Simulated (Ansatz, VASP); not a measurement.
## BaS in VASP and in Ansatz

File INCAR:

```
PREC = Accurate
ENCUT = 520
EDIFF = 1E-6
ISMEAR = 0
SIGMA = 0.05
LREAL = False
LASPH = True
NELM = 100
ALGO = Normal
ISIF = 2
LWAVE = False
LCHARG = False
GGA = PS
NBANDS = 15
```

KPOINTS

```
regular mesh
0
Gamma
  8 8 8
```

The input POSCAR:

```
BaS
1.0
    0.0000000000      3.1663007200      3.3087842524
    3.1663007200      0.0000000000      3.3087842524
    3.1663007200      3.1663007200      0.0000000000
Ba S
1 1
Direct
    0.0000000000      0.0000000000      0.0000000000
    0.5000000000      0.5000000000      0.5000000000
```

Input for Ansatz:

```yaml
crystal:
  lattice:
    - [0.0, 3.16630072, 3.3087842524]
    - [3.16630072, 0.0, 3.3087842524]
    - [3.16630072, 3.16630072, 0.0]
  atoms:
    - { symbol: Ba, position: [0.0, 0.0, 0.0] }
    - { symbol: S, position: [0.5, 0.5, 0.5] }
basis:
  ecutwfc: 420
kpoints:
  mp_grid: { grid: [8, 8, 8] }
hamiltonian:
  xc: pbesol
scf:
  occupations: { method: gaussian, width: 0.05 }
output:
  forces: true
  stress: true
  eigenvalues: true
```

Change from the starting cell: strain +0.0450 x Voigt [0, 0, 1, 0, 0, 0], atoms carried along.

Alike in both runs: task single point; functional PBEsol; k mesh 8 × 8 × 8; occupations gaussian, width 0.05 eV; no spin polarisation.

```csv
,VASP,Ansatz
version,VASP 6.6.1,Ansatz 0.2.0
potentials or method,"VASP PAW PBE potentials, release 64 (Ba_sv, S)","scalar-relativistic, plane waves, PAW"
plane-wave cutoff (eV),520,420
valence electrons in the cell,16,16
```

Ansatz gave:

- gap on the k mesh at the Fermi level (eV): 2.06
- least direct gap on the mesh (eV): 2.17
- pressure (GPa): -1.7
- largest component of the traceless stress (GPa): 1.83

Question: Estimate VASP's values.

Answer: gap on the k mesh at the Fermi level (eV): 1.96; least direct gap on the mesh (eV): 2.11; pressure (GPa): -1.1; largest component of the traceless stress (GPa): 2.03.

Caveats: the PAW data sets were made with another functional, which shifts forces and pressure a little (VASP); spin-orbit coupling is left out, which moves the levels of the heavy elements. A k mesh can miss the band edges.
